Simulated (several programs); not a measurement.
# What each method gives for NaI (h-MgO type)

NaI built on the h-MgO prototype, relaxed with r2SCAN in Ansatz, was computed with several methods. Space group P6_3/mmc (No. 194), hexagonal; a = 5.416 Å, c = 6.462 Å in the conventional setting, 41.05 Å³ an atom. Around Na lie 5 I at 3.13–3.23 Å; around I lie 5 Na at 3.13–3.23 Å. Spin-unpolarised throughout. Whether this structure exists isn't addressed.

```cif
data_structure
_symmetry_space_group_name_H-M 'P6_3/mmc'
_symmetry_Int_Tables_number 194
_cell_length_a 5.4164
_cell_length_b 5.4164
_cell_length_c 6.4622
_cell_angle_alpha 90.000
_cell_angle_beta 90.000
_cell_angle_gamma 120.000
_cell_volume 164.19
loop_
_atom_site_label
_atom_site_type_symbol
_atom_site_symmetry_multiplicity
_atom_site_Wyckoff_symbol
_atom_site_fract_x
_atom_site_fract_y
_atom_site_fract_z
_atom_site_occupancy
Na1 Na 2 c 0.33333 0.66667 0.25000 1
I1 I 2 d 0.66667 0.33333 0.25000 1
```

Gaps and times are for a single point on this cell; volume and bulk modulus come from each method's own relaxation or energy curve at fixed shape, which is too stiff where a cell has free coordinates or axes. Times are rough, from shared hosts (Arm Neoverse V1; Arm Neoverse V2), and each method has its own mesh and cell size. A double dagger marks a value from a curve with shape and coordinates held. PM6 (MOPAC), PM7 (MOPAC), GFN1-xTB (tblite), GFN2-xTB (tblite) treat a cluster of cells at its zone centre, which samples few k points: where these miss a band edge, the gap comes out too large for that reason alone. Gaps from k meshes are read at a limited set of points (mesh, symmetry points, PBE's band edges), so each method's own least gap may be somewhat smaller. Force fields have no electrons; where one was fitted to this phase, its volume and modulus reflect the fit. xTB and the PM methods were fitted mostly to molecules, and can miss a solid's gap by electronvolts. Minimal bases can be far off for gaps. Times of the plane-wave ladder aren't listed, since it ran on unlike processors and cards. GLLB-SC's gap includes the derivative discontinuity. G0W0 is at finite bands, cutoff and mesh. d marks a direct gap, i an indirect one (no mark: not told apart), a dash a value that wasn't computed or didn't pass its checks.

```
                              method              kind  gap (eV)  own volume (Å³/atom)  bulk modulus (GPa)  atoms computed  processor time
                              PBEsol         semilocal         –                 40.19                   –               4               –
                 ffield.eim (LAMMPS)       force field         –                     –                   –               4          0.13 s
                         PM7 (MOPAC)    semi-empirical     13.55                     –                   –         cluster           1.5 s
                   GFN1-xTB (tblite)     tight binding      1.68                41.20‡                 17‡         cluster           1.5 s
                         PM6 (MOPAC)    semi-empirical      7.28                     –                   –         cluster           1.7 s
light PBE (260 eV and a coarse mesh)  light plane-wave    3.55 d                     –                   –               4           1.9 s
                   GFN2-xTB (tblite)     tight binding      5.69                     –                   –         cluster           2.1 s
                                 PBE         semilocal    3.56 d                 42.26                 12‡               4               –
                                 LDA         semilocal    3.24 d                     –                   –               4               –
                      PBE/SZV (CP2K)       small basis    3.26 d                42.79‡                 13‡               4            13 s
                              r2SCAN         semilocal    4.19 d                 41.05                 13‡               4               –
                     PBE/DZVP (CP2K)       small basis    3.54 d                42.83‡                 12‡               4            18 s
                             PBE+SOC         semilocal    3.34 d                     –                   –               4               –
              PBE/single zeta (GPAW)       small basis    3.49 d                     –                   –               4            88 s
                      GLLB-SC (GPAW)   model potential      6.72                     –                   –               4           110 s
  G0W0@PBE (140 eV screening cutoff)         many-body      5.67                     –                   –               4               –
```

Against r2SCAN (4.19 eV) and with closed or daggered gaps left aside, the nearest gap at the points sampled is that of PBE (-0.63 eV) and the farthest that of PM7 (MOPAC) (+9.36 eV). r2SCAN is only a yardstick of convenience: semilocal gaps usually lie below measured ones, which GLLB-SC and hybrids aim to mend.

Volumes against r2SCAN's: PBEsol -2.1 %, PBE +3.0 %.

Relaxed on its own, the cell leaves this structure with ffield.eim (LAMMPS), so no volume is listed.

Only the rows marked +SOC include spin-orbit coupling.
